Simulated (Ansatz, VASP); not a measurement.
## Two plane-wave programs on Na

```xyz
1
Lattice="2.9616 0.0000 0.0000 -1.4808 2.5648 0.0000 0.0000 0.0000 2.7839" Properties=species:S:1:pos:R:3 pbc="T T T"
Na    0.0000    0.0000    0.0000
```

Alike in both runs: task relaxation of shape and atoms at fixed volume; functional PBE; k mesh 13 × 13 × 12; occupations fermi-dirac, width 0.08 eV; no spin polarisation.

```csv
,VASP,Ansatz
version,VASP 6.6.1,Ansatz 0.2.0
potentials or method,"VASP PAW PBE potentials, release 64 (Na_pv)","PAW with Ansatz's default frozen-core files, scalar-relativistic"
plane-wave cutoff (eV),600,420
valence electrons in the cell,7,9
```

|  | VASP | Ansatz | Ansatz less VASP |
| --- | --- | --- | --- |
| relaxed volume (Å³/atom) | 21.15 | 21.15 | 0.000 |
| relaxed cell length with the largest relative difference (Å) | 2.762 | 2.772 | +0.0106 |

The two sets of potentials don't hold the same shells in valence.
